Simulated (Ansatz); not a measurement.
# 3-layer puckered SnSe (AA) in a perpendicular field, part 2 of 3

Aim: how the 3-layer puckered SnSe (AA) screens a field along its normal, and what the field does to its bands. A positive field points along +c.

Ansatz 0.2.0; plane-wave DFT, PBE-D3(BJ), Ansatz PAW.

So far. Step 2 (Relaxing the slab): The lattice constant a goes from 4.400 to 4.249 Å.

### Step 3. Single point, field 0, start network

A sawtooth potential applies the field, turning back in the middle of the vacuum. With the dipole correction the typed value is the field outside the slab. The induced dipole is small, so the SCF threshold is tight.

The cell differs from the one that the last finished run ended in (c 59.781 → 32.837 Å).

Input file input.yaml:

```yaml
crystal:
  lattice:
    - [4.2489701405, 0.0, 0.0]
    - [0.0, 4.2368502718, 0.0]
    - [0.0, 0.0, 32.837259581]
  atoms:
    - { symbol: Sn, position: [0.0177174062, 0.0, 0.2749738851] }
    - { symbol: Se, position: [0.4917082801, 0.5, 0.2740789005] }
    - { symbol: Se, position: [0.9942885184, 0.0, 0.3598754833] }
    - { symbol: Sn, position: [0.503876785, 0.5, 0.3593834054] }
    - { symbol: Sn, position: [0.0034674422, 0.0, 0.4567398411] }
    - { symbol: Se, position: [0.488941568, 0.5, 0.4561744665] }
    - { symbol: Se, position: [0.988941568, 0.0, 0.5438255335] }
    - { symbol: Sn, position: [0.5034674422, 0.5, 0.5432601589] }
    - { symbol: Sn, position: [0.003876785, 0.0, 0.6406165946] }
    - { symbol: Se, position: [0.4942885184, 0.5, 0.6401245167] }
    - { symbol: Se, position: [0.9917082801, 0.0, 0.7259210995] }
    - { symbol: Sn, position: [0.5177174062, 0.5, 0.7250261149] }
kpoints:
  mp_grid: { grid: [10, 10, 1] }
  band_path:
    path:
      - [0, 0, 0]
      - [0.5, 0, 0]
      - [0.5, 0.5, 0]
      - [0, 0, 0]
      - [0, 0.5, 0]
      - [0.5, 0.5, 0]
    npoints: 16
hamiltonian:
  xc: pbe
  dispersion: d3bj
scf:
  occupations: { method: fermi_dirac, width: 0.02585 }
  convergence: { dr2_threshold: 1.0e-10 }
efield:
  axis: 3
  dipole_correction: true
  ramp_position: 0.97
  ramp_width: 0.06
  amplitude: 0
output:
  dos: { projected: true, e_range: [-6, 5] }
  write_potential: true
  write_density: true
  volumetric_format: npy
  elf: true
```

Run with:

```sh
$ ansatz run input.yaml --threads 4 --pin off --max-ram 16384MiB --backend cpu --events-out ev --progress --plain --runs-dir out
```

Numbers of over 12 decimals in the logs are rounded to 6 here.

Output:

```text
[...]
Crystal: 12 atoms, lattice volume = 591.145 Å³
Basis set: ecut = 420 eV, 11473 PW (Γ)
Bands: 108, of which v1, the nominal top of the filled ones, is band 90 counted from 1 (89 counted from 0)
Symmetry: 2 space group operations
k-points: 36 of 100 (time reversal used)
[...]
SCF iter   1: F=—  HF=-68968.390953 eV  |F-HF|=—  |Δ(HF+E_count)|=         —  Δρ=9.55e-4  dr2=2.47e-2  ethr=1.77e-3  p=0.000 e·Å  D=7.76e-14 V/Å  ΔV_dip=-0.00 eV  dr2_dipole=2.97e-8  V_vac-E_F(+/−)=4.11/4.11 eV  ⟨swp⟩=7.0  Hψ=15372  notcnv=0  defer=49
efield: sawtooth ramp at fractional position 0.9700 (set: `efield.ramp_position`, or a place that a band, a saddle search or an elastic batch's reference lends), width 0.0600; the density the first Hamiltonian is built on has a dipole p = 0.000 e·Å; the dipole correction subtracts the counter field D = 7.76e-14 V/Å, which shifts the + side's vacuum level by -0.00 eV against the − side's; the planar-averaged density in the ramp window peaks in size at 6.5e-6 e/Å³
[...]
SCF iter   2: F=—  HF=-68968.384791 eV  |F-HF|=—  |Δ(HF+E_count)|=   6.16e-3  Δρ=6.96e-4  dr2=2.92e-2  ethr=1.37e-5  p=-0.000 e·Å  D=-3.56e-5 V/Å  ΔV_dip=0.00 eV  dr2_dipole=5.70e-7  V_vac-E_F(+/−)=4.05/4.05 eV  ⟨swp⟩=3.3  Hψ=9392  notcnv=0  defer=390
[...]
SCF iter  15: F=-68968.382537 eV  HF=-68968.382537 eV  |F-HF|=3.49e-10  |Δ(HF+E_count)|=  4.37e-11  Δρ=5.57e-8  dr2=7.01e-11  ethr=1.00e-12  p=0.000 e·Å  D=2.07e-7 V/Å  ΔV_dip=-0.00 eV  dr2_dipole=3.26e-11  V_vac-E_F(+/−)=3.90/3.90 eV  ⟨swp⟩=9.6  Hψ=13462  notcnv=0
SCF 1 converged in 15 iterations: F = -68968.382537 eV  dr2 = 7.01e-11
[...]
NSCF: frozen V_eff on 81 k-points
efield: sawtooth ramp at fractional position 0.9700 (kept from the solve that this one continues, or follows in the run), width 0.0600; the density the first Hamiltonian is built on has a dipole p = 0.000 e·Å; the dipole correction subtracts the counter field D = 2.07e-7 V/Å, which shifts the + side's vacuum level by -0.00 eV against the − side's; the planar-averaged density in the ramp window peaks in size at 2.3e-6 e/Å³
WARN: The output density's exchange-correlation potential varies sharply where the density is thin. Do not read a vacuum level from v_tot or v_xc, or from such a field of the output density. On a cell that repeats whose density bears no net charge and no dipole along the vacuum's axis use v_es (v_loc + v_h of the components); under efield.dipole_correction with no amplitude use v_es + v_field, which holds any externa [...]
SCF converged after 15 iterations
Free energy (F): -68968.382537 eV
[...]
Internal energy: -68968.382537 eV  (E = F + TS)
E sigma→0 (E₀):  -68968.382537 eV
Entropy (-TS):   -0.000001 eV (-0.000 meV/atom)
Fermi energy:    3.423843 eV
Dipole field:    D = -0.000004 V/Å  (p = -0.000014 e·Å, saw-weighted, corrected)
Work function:   Φ+ = 3.8994 eV   Φ− = 3.8993 eV
Levels:          The Fermi level and band energies are counted from a zero that moves with the ramp; work functions are not
[...]
--- Band table (eV; the first three rows and the last of 36) ---
  k-point 0: bands = [... 86 lower, 0.9173, 1.3590, 2.0654, 2.1410, 4.4905, 4.9009, 6.1640, 6.1790, ... 14 higher]
  k-point 1: bands = [... 86 lower, 1.2060, 1.3615, 2.0513, 2.2168, 4.4009, 4.9060, 6.1520, 6.1793, ... 14 higher]
  k-point 2: bands = [... 86 lower, 1.7058, 1.8129, 2.0558, 2.4087, 4.1862, 4.9563, 5.4148, 5.8427, ... 14 higher]
  k-point 35: bands = [... 86 lower, 0.8594, 0.8594, 1.8748, 1.8748, 5.1896, 5.1896, 6.3802, 6.3802, ... 14 higher]
```

Wall time 4 min (4 threads of Arm Neoverse V1, shared host); peak memory 3.9 GiB.

This step gave:

- dipole along the normal: -1.39e-5 e·Å
- gap along the path: 0.2729 eV
- smallest direct gap along the path: 0.2747 eV
- ionisation energy, upper face: 4.108 eV
- electron affinity, upper face: 3.835 eV
- gap, the smaller of path and mesh: 0.2729 eV

Running mean over a fixed 2.8 Å (it still follows the layers) of the planar mean; the ramp of the sawtooth is left out. Table of electron's electrostatic potential energy less the Fermi level by z:

```
z (Å)  electron's electrostatic potential energy less the Fermi level (eV)
    4                                                                 3.90
    5                                                                 3.89
    6                                                                 3.82
    7                                                                 2.65
    8                                                               -0.427
    9                                                                -2.37
   10                                                                -2.54
   11                                                                -2.58
   12                                                                -2.46
   13                                                                -1.35
   14                                                                -1.46
   15                                                                -2.55
   16                                                                -2.43
   17                                                                -2.44
   18                                                                -2.50
   19                                                                -1.37
   20                                                                -1.40
   21                                                                -2.53
   22                                                                -2.58
   23                                                                -2.53
   24                                                                -2.27
   25                                                               0.0831
   26                                                                 3.07
   27                                                                 3.85
   28                                                                 3.90
   29                                                                 3.90
```

The density of states has structure finer than the step of the table below, so its rows give means over 0.2 eV, whole bins alone (the curve runs from -6 to 2.05 eV). Peaks (eV: height): -4.26: 13.9, -3.71: 12.1, -3.44: 12.1, -3.08: 12.1, -2.64: 11.9, -1.37: 10.7, 1.50: 11.0.

Density of states against energy, zero at the Fermi level of the run, which the smearing sets inside the gap; means over each step:

```
energy (eV)  density of states (states/eV a cell)
       -5.8                                 0.367
       -5.6                                 0.529
       -5.4                                  1.55
       -5.2                                  2.40
       -5.0                                  4.53
       -4.8                                  4.38
       -4.6                                  3.98
       -4.4                                  5.65
       -4.2                                  8.49
       -4.0                                  7.80
       -3.8                                  10.6
       -3.6                                  9.56
       -3.4                                  11.0
       -3.2                                  10.5
       -3.0                                  10.7
       -2.8                                  10.9
       -2.6                                  11.2
       -2.4                                  10.5
       -2.2                                  7.58
       -2.0                                  3.91
       -1.8                                  4.45
       -1.6                                  6.93
       -1.4                                  7.49
       -1.2                                  8.00
       -1.0                                  7.96
       -0.8                                  5.11
       -0.6                                  3.78
       -0.4                                 0.939
       -0.2                               0.00265
        0.0                                     0
        0.2                                0.0129
        0.4                                  2.13
        0.6                                  4.74
        0.8                                  4.92
        1.0                                  6.27
        1.2                                  7.71
        1.4                                  9.40
        1.6                                  8.54
        1.8                                  7.76
```

Projected DOS per atom over height of the atomic layer and energy from the Fermi level. Layers: SnSe SnSe SnSe SnSe SnSe SnSe from below.

Ten even steps from '0' (0.00 states/eV) to '9' (1.04 states/eV), each cell a mean:
```
654456
866668
656656
434434
112211
000000
000000
333333
755557
655556
434434
544445
987789
888888
889988
788887
676676
456654
234432
233332
011110
000000
```
Columns: height of the atomic layer (Å) from 9.01 to 23.8 (not evenly spaced); rows upwards: energy from the Fermi level (eV) from -5.96 to 2.05.

Electronic bands along the path, in eV, zero at the Fermi level of the run, which the smearing sets inside the gap:

```
  point  band 87  band 88  band 89  band 90  band 91  band 92  band 93  band 94
      Γ    -2.51    -2.06    -1.36    -1.28     1.07     1.48     2.74     2.76
halfway    -1.44    -1.31    -1.22    -0.90     0.67     1.55     1.60     1.90
      X    -0.58    -0.58    -0.43    -0.43     0.37     0.37     0.62     0.62
halfway    -2.28    -2.28    -1.52    -1.52     1.26     1.26     2.33     2.33
      S    -2.56    -2.56    -1.55    -1.55     1.77     1.77     2.96     2.96
halfway    -1.35    -1.06    -0.88    -0.54     0.57     1.05     1.15     1.28
      Γ    -2.51    -2.06    -1.36    -1.28     1.07     1.48     2.74     2.76
halfway    -1.45    -1.31    -1.23    -0.90     0.67     1.55     1.60     1.90
      Y    -0.60    -0.60    -0.42    -0.42     0.34     0.34     0.61     0.61
halfway    -2.30    -2.30    -1.52    -1.52     1.26     1.26     2.32     2.32
      S    -2.56    -2.56    -1.55    -1.55     1.77     1.77     2.96     2.96
```

Electrostatic potential energy in the ca plane at fractional y = 0.000, with atoms of Sn and Se within 0.2 Å of it. With pseudopotentials it is smooth inside the atoms' cores, unlike the true potential.

Ten even steps from '0' (-15 eV) to '9' (7 eV), each cell a mean:
```
99999999999999999984079704730341178614994167
99999999999999999987201026861000588740210478
99999999999999999998754578987546899875335789
99999999999999999999988889999889999998888899
99999999999999999999999999999999999999999999
99999999999999999999999999999999999999999999
99999999999999999999988889999999999998888999
99999999999999999998765578998888999987667899
99999999999999999987300037885214799862002688
99999999999999999984069604750110388721771277
99999999999999999973299923630452078616996167
```
Columns run along c (16.0 Å, from fractional 0.03 to 0.52 of the cell; values clipped at the 3rd and 97th percentile), rows up along a (4.2 Å). Atoms in or near the plane, at fractional coordinates: Sn at (0.27, 0.02), Se at (0.36, 0.99), Sn at (0.46, 0.00).

Valence density in the ca plane at fractional y = 0.000, with atoms of Sn and Se within 0.2 Å of it. It is the smooth field of the valence electrons, not physical close to the nuclei.

Ten steps, logarithmic in the rise over the least value, from '0' (0 e/Å³) to '9' (30 e/Å³), each cell a mean:
```
00000000000000000001367631124896210125775211
00000000000000000001234311112443210013443111
00000000000000000000011100001121100001111000
00000000000000000000000000000000000000000000
00000000000000000000000000000000000000000000
00000000000000000000000000000000000000000000
00000000000000000000000000000000000000000000
00000000000000000000011100000111000000110000
00000000000000000000133310011222100012332100
00000000000000000001357531123664210124664211
00000000000000000001478742125997311136885211
```
Columns run along c (16.0 Å, from fractional 0.03 to 0.52 of the cell), rows up along a (4.2 Å). Atoms in or near the plane, at fractional coordinates: Sn at (0.27, 0.02), Se at (0.36, 0.99), Sn at (0.46, 0.00).

ELF in the ca plane at fractional y = 0.000, with atoms of Sn and Se within 0.2 Å of it. It is the smooth field of the valence electrons, not physical close to the nuclei.

Ten even steps from '0' (0.00) to '9' (0.80), each cell a mean:
```
00000000000000025886410133698448973442002347
00000000000000013676543433589999962344334336
00000000000000000245544322368999731244443224
00000000000000000001222210124565310012322101
00000000000000000000000000001111000000110000
00000000000000000000000000000000000000000000
00000000000000000001112110012222100001111000
00000000000000000123433321136777520123332212
00000000000000001455443332479999852344443324
00000000000000014776410133699879973343113347
00000000000000025886300023798327984441001348
```
Columns run along c (16.0 Å, from fractional 0.03 to 0.52 of the cell), rows up along a (4.2 Å). Atoms in or near the plane, at fractional coordinates: Sn at (0.27, 0.02), Se at (0.36, 0.99), Sn at (0.46, 0.00).

The gap is 0.27 eV, with the valence edge 4.11 eV and the conduction edge 3.84 eV under the upper vacuum level.

### Step 4. Single point, field 0.05 V/Å

input.yaml: that of step 3 with these lines changed.

```diff
@@ -40,5 +40,4 @@
   ramp_width: 0.06
-  amplitude: 0
+  amplitude: 0.05
 output:
-  dos: { projected: true, e_range: [-6, 5] }
   write_potential: true
@@ -46,2 +45 @@
   volumetric_format: npy
-  elf: true
```

Output:

```text
[...]
Crystal: 12 atoms, lattice volume = 591.145 Å³
Basis set: ecut = 420 eV, 11473 PW (Γ)
Bands: 108, of which v1, the nominal top of the filled ones, is band 90 counted from 1 (89 counted from 0)
Symmetry: 2 space group operations
k-points: 36 of 100 (time reversal used)
[...]
k-point 0: bands = [... 86 lower, 0.9181, 1.3588, 2.0644, 2.1419, 4.4896, 4.9009, 6.1612, 6.1785, ... 14 higher]
  k-point 1: bands = [... 86 lower, 1.2061, 1.3615, 2.0509, 2.2171, 4.4001, 4.9059, 6.1504, 6.1784, ... 14 higher]
  k-point 2: bands = [... 86 lower, 1.7042, 1.8142, 2.0557, 2.4088, 4.1857, 4.9560, 5.4145, 5.8391, ... 14 higher]
  k-point 35: bands = [... 86 lower, 0.8591, 0.8594, 1.8698, 1.8797, 5.1822, 5.1965, 6.3783, 6.3814, ... 14 higher]
[key lines of the parts left out:]
SCF converged after 17 iterations
Free energy (F): -68968.384676 eV
Fermi energy:    3.424744 eV
Dipole field:    D = 0.026181 V/Å  (p = 0.085528 e·Å, saw-weighted, corrected)
```

Wall time 3.9 min (4 threads); peak memory 3.2 GiB.

The dipole is 0.0855 e·Å, and the gap 0.268 eV.

### Step 5. Atoms held, field -0.05 V/Å

input.yaml: that of step 4 with these lines changed.

```diff
@@ -40,3 +40,3 @@
   ramp_width: 0.06
-  amplitude: 0.05
+  amplitude: -0.05
 output:
```

Output:

```text
[...]
Crystal: 12 atoms, lattice volume = 591.145 Å³
Basis set: ecut = 420 eV, 11473 PW (Γ)
Bands: 108, of which v1, the nominal top of the filled ones, is band 90 counted from 1 (89 counted from 0)
Symmetry: 2 space group operations
k-points: 36 of 100 (time reversal used)
[...]
k-point 0: bands = [... 86 lower, 0.9181, 1.3588, 2.0644, 2.1419, 4.4896, 4.9009, 6.1612, 6.1785, ... 14 higher]
  k-point 1: bands = [... 86 lower, 1.2061, 1.3615, 2.0509, 2.2171, 4.4001, 4.9059, 6.1504, 6.1784, ... 14 higher]
  k-point 2: bands = [... 86 lower, 1.7042, 1.8142, 2.0557, 2.4088, 4.1857, 4.9560, 5.4145, 5.8391, ... 14 higher]
  k-point 35: bands = [... 86 lower, 0.8591, 0.8594, 1.8698, 1.8797, 5.1822, 5.1965, 6.3783, 6.3814, ... 14 higher]
[key lines of the parts left out:]
SCF converged after 17 iterations
Free energy (F): -68968.384676 eV
Fermi energy:    3.424743 eV
Dipole field:    D = -0.026180 V/Å  (p = -0.085528 e·Å, saw-weighted, corrected)
```

Elapsed: 4.2 min, on 4 threads; peak memory 3.2 GiB.

The dipole is -0.0855 e·Å, and the gap 0.268 eV.

### Step 6. Atoms held, field 0.1 V/Å

input.yaml: that of step 5 with these lines changed.

```diff
@@ -40,3 +40,3 @@
   ramp_width: 0.06
-  amplitude: -0.05
+  amplitude: 0.1
 output:
```

Output:

```text
[...]
Crystal: 12 atoms, lattice volume = 591.145 Å³
Basis set: ecut = 420 eV, 11473 PW (Γ)
Bands: 108, of which v1, the nominal top of the filled ones, is band 90 counted from 1 (89 counted from 0)
Symmetry: 2 space group operations
k-points: 36 of 100 (time reversal used)
[...]
k-point 0: bands = [... 86 lower, 0.9207, 1.3581, 2.0616, 2.1444, 4.4868, 4.9008, 6.1521, 6.1771, ... 14 higher]
  k-point 1: bands = [... 86 lower, 1.2062, 1.3616, 2.0497, 2.2179, 4.3979, 4.9054, 6.1453, 6.1759, ... 14 higher]
  k-point 2: bands = [... 86 lower, 1.6997, 1.8178, 2.0553, 2.4089, 4.1842, 4.9551, 5.4137, 5.8324, ... 14 higher]
  k-point 35: bands = [... 86 lower, 0.8586, 0.8592, 1.8648, 1.8846, 5.1745, 5.2029, 6.3758, 6.3820, ... 14 higher]
[key lines of the parts left out:]
SCF converged after 18 iterations
Free energy (F): -68968.391091 eV
Fermi energy:    3.427059 eV
Dipole field:    D = 0.052369 V/Å  (p = 0.171083 e·Å, saw-weighted, corrected)
```

It took 4.4 min on 4 threads; peak memory 3.2 GiB; 17 min of CPU time.

The dipole is 0.171 e·Å, and the gap 0.259 eV.

### Step 7. Single point, field -0.1 V/Å

input.yaml: that of step 6 with these lines changed.

```diff
@@ -40,3 +40,3 @@
   ramp_width: 0.06
-  amplitude: 0.1
+  amplitude: -0.1
 output:
```

Output:

```text
[...]
Crystal: 12 atoms, lattice volume = 591.145 Å³
Basis set: ecut = 420 eV, 11473 PW (Γ)
Bands: 108, of which v1, the nominal top of the filled ones, is band 90 counted from 1 (89 counted from 0)
Symmetry: 2 space group operations
k-points: 36 of 100 (time reversal used)
[...]
k-point 0: bands = [... 86 lower, 0.9207, 1.3581, 2.0616, 2.1444, 4.4868, 4.9008, 6.1521, 6.1771, ... 14 higher]
  k-point 1: bands = [... 86 lower, 1.2062, 1.3616, 2.0497, 2.2179, 4.3979, 4.9054, 6.1453, 6.1759, ... 14 higher]
  k-point 2: bands = [... 86 lower, 1.6997, 1.8178, 2.0553, 2.4089, 4.1842, 4.9551, 5.4137, 5.8324, ... 14 higher]
  k-point 35: bands = [... 86 lower, 0.8586, 0.8592, 1.8648, 1.8846, 5.1745, 5.2029, 6.3758, 6.3820, ... 14 higher]
[key lines of the parts left out:]
SCF converged after 18 iterations
Free energy (F): -68968.391091 eV
Fermi energy:    3.427058 eV
Dipole field:    D = -0.052369 V/Å  (p = -0.171082 e·Å, saw-weighted, corrected)
```

Run time: 4.4 min. Hardware: 4 threads; peak memory 3.2 GiB; 17 min of CPU time.

The dipole is -0.171 e·Å, and the gap 0.259 eV.

(Part 2 of 3 ends here.)

[Logs are printed without paths, hosts, clocks, repeated set-up lines and the standing remarks that a program may print on its own settings, such as how far it seeks lower states.]

[Hosts, paths, dates, database ids (printed as entryN), source tags and the programs' standing remarks are cut or masked in the printed files.]

[Maps of the electrostatic potential energy from Ansatz leave out the sawtooth potential of an applied field or a dipole correction, so their vacuum need not be flat; planar profiles and work functions include it.]

[The density of states shown here was stored with 400 of the rows of the run's finer table, so its peaks can read low, often by over a quarter, or be missed, and its means over a window can be off by a tenth or more.]
